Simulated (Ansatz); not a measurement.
Sn3Se (Pm-3m) under several functionals

Plane-wave DFT in Ansatz with scalar-relativistic PAW potentials. The same structure was relaxed (cell and atoms, symmetry kept) in separate runs at each level. Whether it is the stable form of this composition wasn't checked. No spin polarisation.

```csv
level,cutoff (eV),k mesh,V (Å³/atom),a (Å)
PBEsol,420,10×10×10,25.292,4.660
r2SCAN,500,10×10×10,26.390,4.726
PBE,420,10×10×10,26.839,4.753
```

Problem. Where does PBE+D3(BJ) (420 eV, k mesh 10×10×10) fall?

Solution. V (Å³/atom) 25.624, a (Å) 4.680. Its volume is between those of PBEsol and r2SCAN. The usual order of volumes, PBEsol < PBE, holds here (25.292, 26.839 Å³/atom). As a rule PBEsol, built on the gradient expansion of slowly varying densities, lies between LDA and PBE; PBE's stronger gradient term for exchange weakens bonds. Adding D3 to PBE changes the volume by -4.5 %; the term is attractive, so it pulls cells in. In metals the pairwise form ignores screening by the conduction electrons, so it can pull in too far. r2SCAN lies 1.7 % under PBE in volume.

An atom lies near a switch of its D3 coefficient C6 between reference coordination numbers, so the dispersion energy changes steeply there and can make or shift the minimum.

Cost: 4 runs of about 5.3 core-minutes in all, on Intel Xeon Processor @ 2.50GHz (Skylake/Cascade Lake), Arm Neoverse V2, Intel Xeon Platinum 8259CL (Skylake/Cascade Lake) (shared hosts).